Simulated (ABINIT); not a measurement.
# ZnS (Wurtzite-2H) (P6_3mc) in ABINIT: notebook

The runs below take ZnS (Wurtzite-2H) through band structure, with LDA-Teter, LDA, HCTH407.

Program: ABINIT 10.8.3 (patched build). These are calculated values, not measurements. Logs are shortened: lines on timing, memory, paths and dates and some standing lists are left out, and cuts for length are marked. The log counts tension as positive stress, the text compression.

**Experimental background.**

From a printed reference work, monograph, for a bulk crystal of ZnS at 4 K: band gap 3.911 eV (direct).

The results are compared with them further down.

### Step 1. The crystal as given

The structure is hexagonal, space group P6_3mc (No. 186). Conventional cell: a = 3.811 Å, b = 3.811 Å, c = 6.234 Å, α = 90.00°, β = 90.00°, γ = 120.00°. Zn (site symmetry 3m) is surrounded by 4 S at 2.31 to 2.40 Å. S (site symmetry 3m) is surrounded by 4 Zn at 2.31 to 2.40 Å.

### Step 2. Band structure, LDA-Teter

run.abi

```
# Datasets: ground state, then fixed potential
ndtset 2

# Pseudopotentials
pp_dirpath "./"
pseudos "Zn.LDA_PW-JTH.xml, S.LDA_PW-JTH.xml"

# Structure
acell 3.811 3.811 6.234 Angstrom
rprim
     1.0000000000     0.0000000000     0.0000000000
    -0.5000000000     0.8660254038     0.0000000000
     0.0000000000     0.0000000000     1.0000000000
ntypat 2
znucl 30 16
natom 4
typat 1 1 2 2
xred
     0.6666666667     0.3333333333     0.5000000000
     0.3333333333     0.6666666667     0.0000000000
     0.6666666667     0.3333333333     0.8850000000
     0.3333333333     0.6666666667     0.3850000000

# Plane-wave basis
ecut 544.227725 eV
pawecutdg 40.0

# Exchange and correlation
ixc 1

# Bands and occupations
occopt 3
tsmear 0.05 eV

# SCF cycle
nstep 100

# Output
iomode 3
prtwf 0
prteig 0
prtebands 0
enunit 2
prtden1 1
prtvha1 1
prtvclmb1 1
prtpot1 1

# Dataset 1
kptopt1 1
ngkpt1 8 8 5
nshiftk1 1
shiftk1 0.0 0.0 0.0
nband1 22
tolvrs1 1.0e-9

# Dataset 2: bands along G-M-K-G-A-L-H-A
iscf2 -2
getden2 1
nband2 26
nbdbuf2 2
tolwfr2 1.0e-12
kptopt2 -7
ndivsm2 6
prteig2 1
kptbounds2
     0.0000000000     0.0000000000     0.0000000000
     0.5000000000     0.0000000000     0.0000000000
     0.3333333333     0.3333333333     0.0000000000
     0.0000000000     0.0000000000     0.0000000000
     0.0000000000     0.0000000000     0.5000000000
     0.5000000000     0.0000000000     0.5000000000
     0.3333333333     0.3333333333     0.5000000000
     0.0000000000     0.0000000000     0.5000000000
```

Potentials or basis: JTH PAW LDA v2.0.

Run with:

```sh
$ abinit run.abi > log 2>&1
```

run.abo:

```text
.Version 10.8.3 of ABINIT
 DATASET    1 : space group P6_3 m c (#186); Bravais hP (primitive hexag.)
================================================================================
 Values of the parameters that define the memory need for DATASET  1.
     intxc =       0    ionmov =       0      iscf =      17    lmnmax =      18
     lnmax =       6     mgfft =      48  mpssoang =       3    mqgrid =    3354
     natom =       4  nloc_mem =       2    nspden =       1   nspinor =       1
    nsppol =       1      nsym =      12    n1xccc =       1    ntypat =       2
    occopt =       3   xclevel =       1
       mpw =        2274          nfft =       43200          nkpt =          30
 PAW method is used; the additional fine FFT grid is defined by:
   mgfftf=        72    nfftf =    145800
================================================================================
================================================================================

 DATASET    2 : space group P6_3 m c (#186); Bravais hP (primitive hexag.)
================================================================================
 Values of the parameters that define the memory need for DATASET  2.
     intxc =       0    ionmov =       0      iscf =      -2    lmnmax =      18
     lnmax =       6     mgfft =      48  mpssoang =       3    mqgrid =    3354
     natom =       4  nloc_mem =       2    nspden =       1   nspinor =       1
    nsppol =       1      nsym =      12    n1xccc =       1    ntypat =       2
    occopt =       3   xclevel =       1
       mpw =        2285          nfft =       43200          nkpt =          69
 PAW method is used; the additional fine FFT grid is defined by:
   mgfftf=        72    nfftf =    145800
================================================================================
================================================================================

--------------------------------------------------------------------------------
------------- Echo of variables that govern the present computation ------------
--------------------------------------------------------------------------------
 -outvars: echo values of preprocessed input variables --------
            acell      7.2017462658E+00  7.2017462658E+00  1.1780552669E+01 Bohr
              amu      6.53900000E+01  3.20660000E+01
             ecut      2.00000000E+01 Hartree
           enunit           2
           getden1          0
           getden2          1
             iscf1         17
             iscf2         -2
                       outvar_i_n : Printing only first  50 k-points.
           jdtset        1    2
                       outvar_i_n : Printing only first  50 k-points.
           kptopt1          1
           kptopt2         -7
         kptrlatt        8    0    0      0    8    0      0    0    5
          kptrlen1     5.76139701E+01
          kptrlen2     3.00000000E+01
            natom           4
            nband1         22
            nband2         26
           nbdbuf1          0
           nbdbuf2          2
           ndtset           2
           ndivsm1          0
           ndivsm2          6
            ngfft          30      30      48
          ngfftdg          45      45      72
             nkpt1         30
             nkpt2         69
            nstep         100
             nsym          12
           ntypat           2
           occopt           3
        pawecutdg      4.00000000E+01 Hartree
        prtebands           0
           prteig1          0
           prteig2          1
           prtpot1          1
           prtpot2          0
         prtvclmb1          1
         prtvclmb2          0
           prtvha1          1
           prtvha2          0
            prtwf           0
[... 1013 lines left out ...]
convergence: {deltae:  0.000E+00, res2:  0.000E+00, residm:  9.984E-13, diffor:  0.000E+00, }
etotal    :  -1.49904967E+02
entropy   :   0.00000000E+00
fermie    :   2.30336566E-01
cartesian_stress_tensor: null
pressure_GPa: null
xred      :
- [  6.6667E-01,   3.3333E-01,   5.0000E-01, Zn]
- [  3.3333E-01,   6.6667E-01,   0.0000E+00, Zn]
- [  6.6667E-01,   3.3333E-01,   8.8500E-01,  S]
- [  3.3333E-01,   6.6667E-01,   3.8500E-01,  S]
cartesian_forces: null
force_length_stats: {min: null, max: null, mean: null, }
...

 Integrated electronic density in atomic spheres:
 ------------------------------------------------
 Atom  Sphere_radius  Integrated_density
    1        2.30770         10.82213852
    2        2.30770         10.82213852
    3        1.90380          3.60309938
    4        1.90380          3.60309938

================================================================================

 ----iterations are completed or convergence reached----

 Mean square residual over all n,k,spin=   52.812E-14; max=  99.841E-14
 reduced coordinates (array xred) for    4 atoms
       0.666666666667      0.333333333333      0.500000000000
       0.333333333333      0.666666666667      0.000000000000
       0.666666666667      0.333333333333      0.885000000000
       0.333333333333      0.666666666667      0.385000000000

 cartesian coordinates (angstrom) at end:
    1      1.90550000000000     1.10014093796060     3.11700000000000
    2     -0.00000000000000     2.20028187592120     0.00000000000000
    3      1.90550000000000     1.10014093796060     5.51709000000000
    4     -0.00000000000000     2.20028187592120     2.40009000000000
 length scales=  7.201746265835  7.201746265835 11.780552668909 bohr
              =  3.811000000000  3.811000000000  6.234000000000 angstroms
 Eigenvalues (hartree) for nkpt=  69  k points:
 kpt#   1, nband= 26, wtk=  1.00000, kpt=  0.0000  0.0000  0.0000 (reduced coord)
  -0.29173   -0.25697   -0.04691   -0.04691   -0.04460   -0.04460   -0.04428   -0.02986
  -0.02986   -0.02691   -0.02691   -0.02075   -0.00045    0.16071    0.16071    0.19229
   0.19229    0.19287    0.26543    0.29451    0.41780    0.41780    0.42908    0.46695
   0.46695    0.52479
 kpt#   2, nband= 26, wtk=  1.00000, kpt=  0.0455  0.0000  0.0000 (reduced coord)
  -0.29119   -0.25665   -0.04696   -0.04678   -0.04456   -0.04444   -0.04416   -0.02993
  -0.02987   -0.02734   -0.02689   -0.02036    0.00030    0.15573    0.15935    0.18607
   0.19154    0.19227    0.27120    0.29924    0.41462    0.41963    0.43090    0.46529
   0.46937    0.52155
 kpt#   3, nband= 26, wtk=  1.00000, kpt=  0.0909  0.0000  0.0000 (reduced coord)
  -0.28960   -0.25572   -0.04709   -0.04641   -0.04445   -0.04397   -0.04378   -0.03014
  -0.02990   -0.02827   -0.02682   -0.01957    0.00251    0.14277    0.15554    0.17156
   0.18934    0.19034    0.28434    0.31103    0.40753    0.42478    0.43501    0.46157
   0.47648    0.51187
 kpt#   4, nband= 26, wtk=  1.00000, kpt=  0.1364  0.0000  0.0000 (reduced coord)
  -0.28700   -0.25426   -0.04724   -0.04583   -0.04428   -0.04322   -0.04314   -0.03049
[... 313 lines left out ...]
 kpt#  67, nband= 26, wtk=  1.00000, kpt=  0.0513  0.0513  0.5000 (reduced coord)
  -0.27413   -0.27413   -0.04628   -0.04628   -0.04547   -0.04547   -0.04270   -0.04270
  -0.02819   -0.02819   -0.02811   -0.02811    0.08781    0.08781    0.16261    0.16261
   0.17152    0.17152    0.32818    0.32818    0.41070    0.41070    0.44213    0.44213
   0.45056    0.45056
 kpt#  68, nband= 26, wtk=  1.00000, kpt=  0.0256  0.0256  0.5000 (reduced coord)
  -0.27541   -0.27541   -0.04609   -0.04609   -0.04587   -0.04587   -0.04304   -0.04304
  -0.02818   -0.02818   -0.02816   -0.02816    0.08836    0.08836    0.17206    0.17206
   0.17473    0.17473    0.31755    0.31755    0.42313    0.42313    0.43611    0.43611
   0.44441    0.44441
 kpt#  69, nband= 26, wtk=  1.00000, kpt=  0.0000  0.0000  0.5000 (reduced coord)
  -0.27585   -0.27585   -0.04600   -0.04600   -0.04600   -0.04600   -0.04317   -0.04317
  -0.02817   -0.02817   -0.02817   -0.02817    0.08847    0.08847    0.17580    0.17580
   0.17580    0.17580    0.31341    0.31341    0.43399    0.43399    0.43399    0.43399
   0.43589    0.43589
 Eigenvalues (   eV  ) for nkpt=  69  k points:
 kpt#   1, nband= 26, wtk=  1.00000, kpt=  0.0000  0.0000  0.0000 (reduced coord)
  -7.93842   -6.99244   -1.27638   -1.27638   -1.21367   -1.21367   -1.20486   -0.81242
  -0.81242   -0.73226   -0.73226   -0.56453   -0.01212    4.37313    4.37313    5.23245
   5.23245    5.24819    7.22270    8.01396   11.36896   11.36896   11.67578   12.70639
  12.70639   14.28031
 kpt#   2, nband= 26, wtk=  1.00000, kpt=  0.0455  0.0000  0.0000 (reduced coord)
  -7.92375   -6.98377   -1.27779   -1.27285   -1.21255   -1.20938   -1.20153   -0.81434
  -0.81279   -0.74396   -0.73166   -0.55413    0.00820    4.23758    4.33624    5.06331
   5.21218    5.23200    7.37968    8.14278   11.28234   11.41866   11.72536   12.66124
  12.77229   14.19204
 kpt#   3, nband= 26, wtk=  1.00000, kpt=  0.0909  0.0000  0.0000 (reduced coord)
  -7.88030   -6.95850   -1.28140   -1.26277   -1.20968   -1.19660   -1.19122   -0.82005
  -0.81366   -0.76940   -0.72991   -0.53248    0.06827    3.88498    4.23233    4.66837
   5.15219    5.17942    7.73719    8.46351   11.08939   11.55877   11.83735   12.55997
  12.96562   13.92864
 kpt#   4, nband= 26, wtk=  1.00000, kpt=  0.1364  0.0000  0.0000 (reduced coord)
  -7.80980   -6.91879   -1.28558   -1.24711   -1.20493   -1.17604   -1.17395   -0.82979
[... 314 lines left out ...]
  -7.45952   -7.45952   -1.25940   -1.25940   -1.23724   -1.23724   -1.16195   -1.16195
  -0.76698   -0.76698   -0.76503   -0.76503    2.38940    2.38940    4.42485    4.42485
   4.66739    4.66739    8.93022    8.93022   11.17577   11.17577   12.03087   12.03087
  12.26036   12.26036
 kpt#  68, nband= 26, wtk=  1.00000, kpt=  0.0256  0.0256  0.5000 (reduced coord)
  -7.49442   -7.49442   -1.25417   -1.25417   -1.24810   -1.24810   -1.17124   -1.17124
  -0.76680   -0.76680   -0.76637   -0.76637    2.40437    2.40437    4.68199    4.68199
   4.75462    4.75462    8.64085    8.64085   11.51383   11.51383   11.86706   11.86706
  12.09294   12.09294
 kpt#  69, nband= 26, wtk=  1.00000, kpt=  0.0000  0.0000  0.5000 (reduced coord)
  -7.50625   -7.50625   -1.25184   -1.25184   -1.25184   -1.25184   -1.17472   -1.17472
  -0.76666   -0.76666   -0.76666   -0.76666    2.40741    2.40741    4.78372    4.78372
   4.78372    4.78372    8.52832    8.52832   11.80953   11.80953   11.80953   11.80953
  11.86127   11.86127

== END DATASET(S) ==============================================================
================================================================================

 -outvars: echo values of variables after computation  --------
            acell      7.2017462658E+00  7.2017462658E+00  1.1780552669E+01 Bohr
           etotal1    -1.4990496694E+02
            fcart1    -5.9822051458E-28 -3.4538277512E-28  5.6173335822E-03
                       5.9822051458E-28  3.4538277512E-28  5.6173335822E-03
                       2.9911025729E-28  1.7269138756E-28 -5.6173335822E-03
                      -2.9911025729E-28 -1.7269138756E-28 -5.6173335822E-03
            rprim      1.0000000000E+00  0.0000000000E+00  0.0000000000E+00
                      -5.0000000000E-01  8.6602540380E-01  0.0000000000E+00
                       0.0000000000E+00  0.0000000000E+00  1.0000000000E+00
           strten1     1.3061374982E-04  1.3061374972E-04  1.8075719660E-04
                       0.0000000000E+00  0.0000000000E+00  0.0000000000E+00
           xangst      1.9055000000E+00  1.1001409380E+00  3.1170000000E+00
                      -1.0195384496E-16  2.2002818759E+00  0.0000000000E+00
                       1.9055000000E+00  1.1001409380E+00  5.5170900000E+00
                      -1.0195384496E-16  2.2002818759E+00  2.4000900000E+00
             xred      6.6666666667E-01  3.3333333333E-01  5.0000000000E-01
                       3.3333333333E-01  6.6666666667E-01  0.0000000000E+00
                       6.6666666667E-01  3.3333333333E-01  8.8500000000E-01
                       3.3333333333E-01  6.6666666667E-01  3.8500000000E-01
 Calculation completed.
```

Wall time 3.1 min (1 thread of Arm Neoverse V2, shared host); peak memory 0.15 GiB.

Results:

| Quantity | Value |
| --- | --- |
| Free energy | -4079.1220 eV |
| Largest force | 0.289 eV/Å |
| Band gap on the k mesh | 1.97 eV, direct |
| Valence electrons inside the program's atomic spheres | Zn 10.82; S 3.60 |

Forces on the atoms (eV/Å):
```
Zn   0.000  0.000  0.289
Zn   0.000  0.000  0.289
S    0.000  0.000 -0.289
S    0.000  0.000 -0.289
```

Levels at the corners of the path, in eV from the valence-band top:
```csv
point,band 16,band 17,band 18,band 19,band 20,band 21
Γ,-0.02,-0.02,0.00,1.97,2.77,6.12
M,-2.28,-1.60,-1.00,3.40,4.06,4.99
K,-2.26,-2.26,-2.26,4.25,5.77,5.77
Γ,-0.02,-0.02,0.00,1.97,2.77,6.12
A,-0.46,-0.46,-0.46,3.28,3.28,6.56
L,-1.69,-1.56,-1.56,3.39,3.39,4.96
H,-3.18,-1.27,-1.27,4.34,4.34,6.26
A,-0.46,-0.46,-0.46,3.28,3.28,6.56
```

Caveat: the cutoff is too short for stress, so the log's stress isn't used.

(Continued in part 2 of 2.)
